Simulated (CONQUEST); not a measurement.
Crystal: SiO2.

```
Si O
1.0
     2.69349    0.00000    0.00000
     0.00000    4.23317    0.00000
     0.00000    0.00000    4.23317
Si O
2 4
Cartesian
  0.0000 0.0000 0.0000
  1.3467 2.1166 2.1166
  1.3467 0.8177 0.8177
  0.0000 1.2989 2.9343
  1.3467 3.4155 3.4155
  0.0000 2.9343 1.2989
```

The cell comes from a database or a generator and needn't be the stable form of this composition.

| Property | Result |
| --- | --- |
| Program | CONQUEST 1.3 |
| Task | single point |
| Functional | PBEsol |
| Potentials or basis | PseudoDojo NC PBEsol, DZP, grid cutoff 150 Ha |
| k mesh | 10 × 6 × 6 |
| Occupations | fermi-dirac, width 0.05 eV |
| Spin | no spin polarisation |

On this cell: pressure -3.1 GPa; largest force 0.022 eV/Å; band gap on the k mesh 4.90 eV, direct.

The same run follows on a disturbed copy (atoms moved at random, drawn with an rms of 0.05 Å):

```
Si O
1.0
     2.69349    0.00000    0.00000
     0.00000    4.23317    0.00000
     0.00000    0.00000    4.23317
Si O
2 4
Direct
  0.99390 0.00223 0.99982
  0.51056 0.50202 0.49668
  0.47868 0.19585 0.19052
  0.00045 0.31524 0.70597
  0.49939 0.80699 0.80521
  0.01771 0.69015 0.29411
```

Q: What does the disturbed cell give?

A: The energy moves by +19.1 meV/atom; pressure -3.8 GPa; largest force 1.367 eV/Å; band gap on the k mesh 4.78 eV, direct.

Forces in eV/Å, atoms in the order of the input:
```
Si  -0.216 -0.183 -0.396
Si  -0.191 -0.067  0.382
O    1.209 -0.132  0.624
O   -0.039  0.138 -1.177
O    0.121  0.386 -0.271
O   -0.884 -0.132  0.839
```

Stress tensor (GPa, compression positive):
```
-1.15  0.06  1.06
 0.06 -3.66  0.40
 1.06  0.40 -6.60
```

Caveats: the basis of atomic orbitals isn't converged, which shifts pressures, moduli and gaps.

A k mesh can miss the band edges.
